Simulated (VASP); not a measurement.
# MgO (P-6m2) in VASP: notebook, part 2 of 2

VASP 6.6.1. The steps go on from the part before.

## 3. G0W0 quasiparticle levels, PBE

File POSCAR:

```
MgO
1.0
    2.9380209034      0.0000000000      0.0000000000
   -1.4690104517      2.5444007392      0.0000000000
    0.0000000000      0.0000000000      2.6796800000
Mg O
1 1
Direct
    0.0000000000      0.0000000000      0.0000000000
    0.3333333333      0.6666666667      0.5000000000
```

File INCAR.step1:

```
ALGO = Normal ; EDIFF = 1E-8
ENCUT = 450 ; GGA = PE
ISMEAR = 0 ; LASPH = T
LCHARG = F ; LREAL = F
LWAVE = T ; NELM = 100
PREC = Accurate ; SIGMA = 0.01
```

File INCAR.step2:

```
ALGO = Exact ; EDIFF = 1E-8
ENCUT = 450 ; GGA = PE
ISMEAR = 0 ; ISTART = 1
LASPH = T ; LCHARG = F
LOPTICS = T ; LREAL = F
LWAVE = T ; NBANDS = 34
NELM = 1 ; PREC = Accurate
SIGMA = 0.01
```

File INCAR.step3:

```
ALGO = EVGW0 ; EDIFF = 1E-8
ENCUT = 450 ; ENCUTGW = 100
GGA = PE ; ISMEAR = 0
ISTART = 1 ; LASPH = T
LCHARG = F ; LREAL = F
LWAVE = T ; NBANDS = 34
NBANDSGW = 12 ; NELMGW = 1
NOMEGA = 48 ; PREC = Accurate
PRECFOCK = Fast ; SIGMA = 0.01
```

File INCAR.step4:

```
ALGO = BSE ; ANTIRES = 0
EDIFF = 1E-8 ; ENCUT = 450
ENCUTGW = 100 ; GGA = PE
ISMEAR = 0 ; ISTART = 1
LASPH = T ; LCHARG = F
LREAL = F ; LWAVE = F
NBANDS = 34 ; NBANDSO = 4
NBANDSV = 6 ; NBSEEIG = 10
OMEGAMAX = 20 ; PREC = Accurate
PRECFOCK = Fast ; SIGMA = 0.01
```

File KPOINTS:

```
k-points
0
Gamma
  7 7 6
```

Potentials or basis: VASP PAW PBE potentials, release 64 (Mg_GW, O_GW).

The run is started by

```
$ cat potpaw_PBE.64/Mg_GW/POTCAR potpaw_PBE.64/O_GW/POTCAR > POTCAR
$ cp INCAR.step1 INCAR
$ mpirun -np 1 vasp_std > vasp.out
$ cp INCAR.step2 INCAR
$ mpirun -np 1 vasp_std > vasp.out
$ cp INCAR.step3 INCAR
$ mpirun -np 1 vasp_std > vasp.out
$ cp INCAR.step4 INCAR
$ mpirun -np 1 vasp_std > vasp.out
```

OUTCAR:

```text
EDIFF = 1E-8
   ENCUT = 450
   ENCUTGW = 100
   GGA = PE
   ISMEAR = 0
   ISTART = 1
   LASPH = T
   LREAL = F
   PREC = Accurate
   PRECFOCK = Fast

 ion  position               nearest neighbor table
   1  0.000  0.000  0.000-   2 2.16   2 2.16   2 2.16   2 2.16   2 2.16   2 2.16
   2  0.333  0.667  0.500-   1 2.16   1 2.16   1 2.16   1 2.16   1 2.16   1 2.16

  LATTYP: Found a hexagonal cell.
 ALAT       =     2.9380209034
 C/A-ratio  =     0.9120697531

  Lattice vectors:

 A1 = (   2.9380209034,   0.0000000000,   0.0000000000)
 A2 = (  -1.4690104517,   2.5444007392,   0.0000000000)
 A3 = (   0.0000000000,   0.0000000000,   2.6796800000)

Analysis of symmetry for initial positions (statically):
=====================================================================
 Subroutine PRICEL returns:
 Original cell was already a primitive cell.

 Routine SETGRP: Setting up the symmetry group for a
 hexagonal supercell.

 Subroutine GETGRP returns: Found 12 space group operations
 (whereof 12 operations were pure point group operations)
 out of a pool of 24 trial point group operations.

The static configuration has the point symmetry D_3h.

Analysis of symmetry for dynamics (positions and initial velocities):
=====================================================================
 Subroutine PRICEL returns:
 Original cell was already a primitive cell.

 Routine SETGRP: Setting up the symmetry group for a
 hexagonal supercell.

 Subroutine GETGRP returns: Found 12 space group operations
 (whereof 12 operations were pure point group operations)
 out of a pool of 24 trial point group operations.

The dynamic configuration has the point symmetry D_3h.

 Subroutine INISYM returns: Found 12 space group operations
 (whereof 12 operations are pure point group operations),
 and found     1 'primitive' translations

----------------------------------------------------------------------------------------

                                     Primitive cell

  volume of cell :      20.0320

  direct lattice vectors                    reciprocal lattice vectors
     2.938020903  0.000000000  0.000000000     0.340365175  0.196509926  0.000000000
    -1.469010452  2.544400739  0.000000000     0.000000000  0.393019851  0.000000000
     0.000000000  0.000000000  2.679680000     0.000000000  0.000000000  0.373178887

  length of vectors
     2.938020903  2.938020903  2.679680000     0.393019851  0.393019851  0.373178887

  position of ions in fractional coordinates (direct lattice)
     0.000000000  0.000000000  0.000000000
     0.333333333  0.666666667  0.500000000

  ion indices of the primitive-cell ions
   primitive index   ion index
                 1           1
                 2           2

----------------------------------------------------------------------------------------

 KPOINTS: k-points

Automatic generation of k-mesh.
 Grid dimensions read from file:
 generate k-points for:    7    7    6

 Generating k-lattice:

  Cartesian coordinates                     Fractional coordinates (reciprocal lattice)
     0.048623596  0.028072847  0.000000000     0.142857143  0.000000000  0.000000000
     0.000000000  0.056145693  0.000000000     0.000000000  0.142857143  0.000000000
     0.000000000  0.000000000  0.062196481     0.000000000  0.000000000  0.166666667

  Length of vectors
     0.056145693  0.056145693  0.062196481

  Shift w.r.t. Gamma in fractional coordinates (k-lattice)
     0.000000000  0.000000000  0.000000000

 Subroutine IBZKPT returns following result:
 ===========================================

 Found     32 irreducible k-points:

 Following reciprocal coordinates:
            Coordinates               Weight
  0.000000  0.000000  0.000000      1.000000
  0.142857  0.000000  0.000000      6.000000
  0.285714  0.000000  0.000000      6.000000
  0.428571  0.000000  0.000000      6.000000
  0.142857  0.142857  0.000000      6.000000
  0.285714  0.142857  0.000000     12.000000
[... 16 lines left out ...]
  0.428571  0.142857  0.333333     12.000000
  0.285714  0.285714  0.333333     12.000000
 [... further k-points ...]
   k-points           NKPTS =     32   k-points in BZ     NKDIM =    294   number of bands    NBANDS=     34
   number of dos      NEDOS =    301   number of ions     NIONS =      2
   total plane-waves  NPLWV =   8000
   dimension x,y,z NGX =    20 NGY =   20 NGZ =   20
   dimension x,y,z NGXF=    40 NGYF=   40 NGZF=   40
   ions per type =               1   1
   NGX,Y,Z   is equivalent  to a cutoff of  11.32, 11.32, 12.41 a.u.
   NGXF,Y,Z  is equivalent  to a cutoff of  22.63, 22.63, 24.82 a.u.
 SYSTEM =  unknown system
   PREC   = accura    normal or accurate (medium, high low for compatibility)
   ISTART =      1    job   : 0-new  1-cont  2-samecut
   ICHARG =      0    charge: 1-file 2-atom 10-const
   ISPIN  =      1    spin polarized calculation?
   LNONCOLLINEAR =      F non collinear calculations
   LSORBIT =      F    spin-orbit coupling
   LASPH  =      T    aspherical Exc in radial PAW
   ENCUT  =  450.0 eV  33.07 Ry    5.75 a.u.   5.08  5.08  4.63*2*pi/ulx,y,z
   NELM   =     60;   NELMIN=  2; NELMDL=  0     # of ELM steps
   EDIFF  = 0.1E-07   stopping-criterion for ELM
   LREAL  =      F    real-space projection
   EDIFFG = 0.1E-06   stopping-criterion for IOM
   NSW    =      0    number of steps for IOM
   IBRION =     -1    ionic relax: 0-MD 1-quasi-New 2-CG
   NFREE  =      0    steps in history (QN), initial steepest desc. (CG)
   ISIF   =      0    stress and relaxation
   ISYM   =      3    0-nonsym 1-usesym 2-fastsym
   POTIM  = 0.5000    time-step for ionic-motion
   TEBEG  =    0.0;   TEEND  =   0.0 temperature during run
   PSTRESS=    0.0 pullay stress
   NELECT =       8.0000    total number of electrons
   NUPDOWN=      -1.0000    fix difference up-down
   EMIN   =  10.00;   EMAX   =-10.00  energy-range for DOS
   EFERMI =   0.00;   METHOD = LEGACY
   ISMEAR =     0;   SIGMA  =   0.01  broadening in eV -4-tet -1-fermi 0-gaus
   EFERMI_NEDOS =   21; number of points for ismear=-14 and -15
   IALGO  =     38    algorithm
   IMIX   =      4    mixing-type and parameters
     AMIX     =   0.40;   BMIX     =  1.00
     AMIX_MAG =   1.60;   BMIX_MAG =  1.00
  volume/ion in A,a.u.               =      10.02        67.59
  Fermi-wavevector in a.u.,A,eV,Ry     =   1.205583  2.278221 19.775115  1.453430
  Thomas-Fermi vector in A             =   2.341275
   LORBIT       =      0    0 simple, 1 ext, 2 COOP (PROOUT), +10 PAW based schemes
   GGA     = PE    functional components
   LHFCALC =     T    Hartree Fock is set to
   PRECFOCK=fast      Normal, Fast or Accurate (Low or Medium for compatibility)
   ENCUT4O =  -1.0   cutoff for four orbital integrals eV
   NKREDX  =     1    reduce k-point grid by
   NKREDY  =     1    reduce k-point grid by
   NKREDZ  =     1    reduce k-point grid by
   AEXX    =    1.0000 exact exchange contribution
   HFSCREEN=    0.0000 screening length (either q_TF or 0.3 A-1)
   HFSCREENC=   0.0000 screening length for correlation (either q_TF or 0.3 A-1)
   ENCUTFOCK=  -1.0 apply spherical cutoff to Coloumb kernel
   IVDW    =     0    specifies the selected vdW correction
   LEPSILON=     F    determine dielectric tensor
   LRPA    =     F    only Hartree local field effects (RPA)
   LRPAFORCE           =     F    calculate RPA forces
   ENCUTGW             = 100.0    cutoff for response function in eV
   ENCUTGWSOFT         =  80.0    soft cutoff for Coulomb kernel in GW response function in eV
   ENCUTLF             =  -1.0    cutoff for local field effects
   NELMGW              =     1    number of iterations in solving QP/BSE equation
   NELMHF              =     1    number of iterations in the inner HF iteration
   NKREDLFX            =     1    NKREDLFY  =   1   NKREDLFZ  =   1
 non-spin polarized calculation
 Gauss-broadening in eV      SIGMA  =   0.01
  energy-cutoff  :      450.00
  volume of cell :       20.03
 maximum number of plane-waves:       454
  NGX = 14; NGY = 14; NGZ = 12
   NGX = 11   NGY = 11   NGZ =  9
 maximum number of plane-waves:        53
 NGX is ok and might be reduce to    10

 BSE (scaLAPACK) attempting allocation of   0.127 Gbyte  rank=   2822

=======================================================================
```

It took 4.3 min on 1 thread of Intel Xeon 6975P-C (Granite Rapids), shared host; peak memory 0.6 GiB.

Results:

| Quantity | Value |
| --- | --- |
| Band gap on the k mesh, mean-field level | 3.01 eV, indirect (least direct gap 3.40 eV) |
| Quasiparticle gap | 4.86 eV |
| Least direct quasiparticle gap | 5.31 eV |

Dielectric function (mean over the directions given):
| energy (eV) | real part | imaginary part |
| --- | --- | --- |
| 0.32 | 3.31 | 0.00 |
| 1.28 | 3.37 | 0.01 |
| 2.32 | 3.55 | 0.03 |
| 3.36 | 3.97 | 0.06 |
| 4.40 | 5.76 | 0.79 |
| 5.45 | 6.45 | 2.61 |
| 6.49 | 3.41 | 0.80 |
| 7.53 | 2.78 | 1.15 |
| 8.57 | 3.30 | 4.97 |
| 9.61 | 0.88 | 2.58 |
| 10.57 | -0.63 | 2.71 |
| 11.61 | 2.45 | 1.51 |
| 12.65 | -1.46 | 4.47 |
| 13.69 | 0.30 | 2.55 |
| 14.73 | -0.08 | 1.44 |
| 15.78 | -0.03 | 1.71 |
| 16.82 | -0.33 | 1.61 |
| 17.86 | -0.33 | 0.98 |
| 18.90 | -0.75 | 0.45 |
| 19.94 | -0.26 | 0.04 |

Lowest excitation energies (eV) and strengths:
```tsv
energy	strength
4.576	10
4.796	7.11
4.796	7.11
5.538	20.2
5.741	0
5.741	0
5.884	0
5.884	0
5.927	0
6.005	16.7
```

Caveat: bands, screening cutoff and mesh are small and nothing is extrapolated, so the quasiparticle values aren't converged; spectra need much finer meshes, so this one isn't converged; an odd mesh through Γ misses points on the zone boundary, where band edges often lie.
